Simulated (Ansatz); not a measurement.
# A series in mesh points along a on BaTiO3

One setting of a density functional single point varied, free energy counted from the run at the reference value, pressure positive in compression; periodic cell, basis, potentials, k mesh and filling as listed. The results are calculated, by Ansatz 0.2.0.

Structure of every row (space group Pm-3m, No. 221):
```
cell vectors (Å)
   4.0060     0.0000     0.0000
   0.0000     4.0060     0.0000
   0.0000     0.0000     4.0060
atoms (fractions of the cell vectors)
Ba  0.50000  0.50000  0.50000
Ti  0.00000  0.00000  0.00000
O   0.50000  0.00000  0.00000
O   0.00000  0.50000  0.00000
O   0.00000  0.00000  0.50000
```

Settings of every row: functional PBEsol; dispersion none; potentials PAW; wave cutoff 630 eV; density cutoff 5040 eV; k shift 0x0x0; occupations fixed; smearing width 0 eV; spin none; extra bands 4; varied setting k mesh; reference k mesh 7x7x7; meshes run 2x2x2, 3x3x3, 4x4x4, 5x5x5, 6x6x6, 7x7x7.

Limits: no spin-orbit coupling, which can matter with elements this heavy.

| row | mesh points along a | energy less reference (meV/atom) |
| --- | --- | --- |
| 1 | 2 | 157.32 |
| 2 | 3 | ? |
| 3 | 4 | 3.38 |
| 4 | 5 | 0.61 |
| 5 | 6 | 0.1 |
| 6 | 7 | 0 |

Question: what energy less reference should row 2 give?

Worked fit of energy less reference. Measure energy less reference from the row with the finest mesh, 0.00 meV/atom, and take the logarithm of what remains: 2 → 5.06, 4 → 1.22, 5 → -0.49, 6 → -2.30. In a crystal with a gap such sums converge about exponentially, and a straight line through these is ln|rest| = 8.683 − 1.838 × n. At n = 3 the line gives ln|rest| = 3.169, a rest of 23.78 meV/atom, and so 0.00 + 23.78 = 23.78 meV/atom.

The calculation gave 20.12 meV/atom. The fit lies 3.66 meV/atom (18 % of the value, 2.3 % of the column's range) above it; its largest miss of a shown row is 7.86 meV/atom.
